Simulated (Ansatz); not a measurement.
**KF (model cell, started as layered BN type): relaxing the cell for a phonon run**

Task: relax KF (model cell, started as layered BN type) tightly.

Method: DFT PBE, scalar-relativistic, plane waves, PAW; PAW set soft_1, in Ansatz 0.2.0.

Most raw output is cut from this account.

The structure was built from a prototype and need not be the compound's stable phase.

## Step 1: Starting point

The structure is hexagonal, space group P6_3/mmc (No. 194). Conventional cell: a = 4.318 Å, b = 4.318 Å, c = 6.233 Å, α = 90.00°, β = 90.00°, γ = 120.00°. K has 5 F at 2.49 to 3.12 Å nearest. Nearest to F lie 5 K at 2.49 to 3.12 Å. Farther neighbours and most contacts between anions are not listed.

Coordinates:

```cif
data_structure
_symmetry_space_group_name_H-M 'P6_3/mmc'
_symmetry_Int_Tables_number 194
_cell_length_a 4.3183
_cell_length_b 4.3183
_cell_length_c 6.2330
_cell_angle_alpha 90.000
_cell_angle_beta 90.000
_cell_angle_gamma 120.000
_cell_volume 100.66
loop_
_atom_site_label
_atom_site_type_symbol
_atom_site_symmetry_multiplicity
_atom_site_Wyckoff_symbol
_atom_site_fract_x
_atom_site_fract_y
_atom_site_fract_z
_atom_site_occupancy
K1 K 2 c 0.33333 0.66667 0.25000 1
F1 F 2 d 0.66667 0.33333 0.25000 1
```

## Step 2: A coarse first look

First a cheap look: the gap decides the mesh and the occupations, the pressure tells how far the cell has to move.

Input file input.yaml:

```yaml
crystal:
  lattice:
    - [4.31835, 0.0, 0.0]
    - [-2.15917, 3.7398, 0.0]
    - [0.0, 0.0, 6.233]
  atoms:
    - { symbol: K, position: [0.333333, 0.666667, 0.25] }
    - { symbol: K, position: [0.666667, 0.333333, 0.75] }
    - { symbol: F, position: [0.666667, 0.333333, 0.25] }
    - { symbol: F, position: [0.333333, 0.666667, 0.75] }
kpoints:
  mp_grid: { grid: [6, 6, 4] }
hamiltonian:
  xc: pbe
  pseudopotentials: { kind: paw, azcp: { folder: soft_1 } }
scf:
  occupations: { method: gaussian, width: 0.1 }
output:
  forces: true
  stress: true
  eigenvalues: true
```

On the command line:

```bash
$ ansatz run input.yaml --threads 4 --pin off --max-ram 10240MiB --backend cpu --events-out ev --progress --plain --runs-dir out
```

It took 0.65 s on 4 threads of Intel Xeon Platinum 8488C (Sapphire Rapids), shared host; peak memory 0.43 GiB.

Numbers from this step:

```yaml
pressure: 0.5608 GPa
gap_on_the_k_mesh: 5.076 eV
volume_per_atom: 25.17 Å³
direct_gap_on_mesh: 5.165 eV
```

The coarse mesh shows a gap of 5.08 eV and a pressure of 0.6 GPa.

## Step 3: Relaxation

Harmonic phonons are second derivatives at a point where the forces vanish, and they are wanted at zero stress, so atoms and cell are relaxed first.

input.yaml: that of step 2 with these lines changed.

```diff
@@ -16,3 +16,3 @@
 scf:
-  occupations: { method: gaussian, width: 0.1 }
+  occupations: { method: gaussian, width: 0.02 }
 output:
@@ -21 +21,6 @@
   eigenvalues: true
+relax:
+  adjacent_minimum: "off"
+  f_tol: 0.005
+  max_steps: 80
+  cell: { stress_tol: 0.05 }
```

The job ended after 6.1 s (4 threads; peak memory 0.47 GiB).

The steps of the relaxation:

```csv
step,energy less that of the first step (eV),largest force component (eV/Å),pressure (GPa),volume (Å³)
1,0.0000,0.0000,0.56,100.66
2,-0.1088,0.0000,-0.05,99.30
3,-0.1815,0.0000,0.16,96.05
4,-0.1938,0.0000,-0.76,98.65
5,-0.2087,0.0000,0.32,94.61
6,-0.2093,0.0000,0.02,95.66
7*,-0.2165,0.0000,0.14,95.66
8,-0.2168,0.0000,0.03,96.13
9*,-0.2172,0.0000,0.04,96.13
10,-0.2171,0.0000,0.00,96.28
11*,-0.2172,0.0000,0.00,96.28
```

Relaxation steps marked * repeat the geometry before them on a plane-wave basis chosen anew for their cell, so energy and pressure can jump there.

Forces are held to the 24 operations that the run works with; a distortion that breaks them can't arise in this run.

```csv
cell as run,before,after,change
a (Å),4.318,4.549,+5.3 %
b (Å),4.318,4.549,+5.3 %
c (Å),6.233,5.373,-13.8 %
volume (Å³/atom),25.17,24.07,-4.4 %
```

Final coordinates:

```cif
data_structure
_symmetry_space_group_name_H-M 'P 1'
_symmetry_Int_Tables_number 1
_cell_length_a 4.5488
_cell_length_b 4.5488
_cell_length_c 5.3729
_cell_angle_alpha 90.000
_cell_angle_beta 90.000
_cell_angle_gamma 120.000
_cell_volume 96.28
loop_
_atom_site_label
_atom_site_type_symbol
_atom_site_fract_x
_atom_site_fract_y
_atom_site_fract_z
_atom_site_occupancy
K1 K 0.33333 0.66667 0.25000 1
K2 K 0.66667 0.33333 0.75000 1
F3 F 0.66667 0.33333 0.25000 1
F4 F 0.33333 0.66667 0.75000 1
```

This step gave:

| Item | Value |
| --- | --- |
| pressure | 0.004701 GPa |
| gap on the k-mesh | 5.243 eV |
| volume per atom | 24.07 Å³ |
| direct gap on mesh | 5.243 eV |

In this step the volume went from 25.17 to 24.07 Å³/atom.

## Step 4: Relaxing to small forces for the phonons

Phonons need a cell at rest on their own settings, so the relaxation is repeated with tight tolerances on forces and stress on the k mesh and occupations of the first response run.

input.yaml, the sections that differ from step 3:

```yaml
crystal:
  lattice:
    - [4.5488393868, -3.0408e-06, 0.0]
    - [-2.2744170599, 3.9394119871, 0.0]
    - [0.0, 0.0, 5.3728857049]
  atoms:
    - { symbol: K, position: [0.3333333333, 0.6666666667, 0.25] }
    - { symbol: K, position: [0.6666666667, 0.3333333333, 0.75] }
    - { symbol: F, position: [0.6666666667, 0.3333333333, 0.25] }
    - { symbol: F, position: [0.3333333333, 0.6666666667, 0.75] }
scf:
  occupations: { method: fixed }
relax:
  adjacent_minimum: "off"
  f_tol: 0.001
  max_steps: 60
  cell: { stress_tol: 0.01 }
# kpoints, hamiltonian, output: as in step 3
```

It took 1.3 s on 4 threads; peak memory 0.45 GiB.

Little changed from the start: no atom moved by 0.005 Å and no cell edge by 0.1 %.

This step gave:

* pressure: 0.004703 GPa

The forces vanish by symmetry and the pressure is 0.005 GPa, within the tolerances set. The cell now holds 24.07 Å³/atom.

## Step 5: What came out

| Item | Value |
| --- | --- |
| space group after relaxation (within 0.01 Å) | P6_3/mmc |
| lattice constant a | 4.549 Å |
| lattice constant b | 4.549 Å |
| lattice constant c | 5.373 Å |
| volume per atom | 24.1 Å³ |
| gap on the k-mesh | 5.24 eV |

**Reading.** The forces vanish by symmetry and the pressure is 0.005 GPa, within the tolerances set. The cell now holds 24.07 Å³/atom. The relaxation keeps the symmetry of its start, so it says nothing on stability against lower symmetry. The starting cell was built on a prototype and not taken from a measurement, so the phase need not exist.

[Logs are printed without paths, hosts, clocks, repeated set-up lines and the standing remarks that a program may print on its own settings, such as how far it seeks lower states.]

[Hosts, paths, dates, database ids (printed as entryN), source tags and the programs' standing remarks are cut or masked in the printed files.]
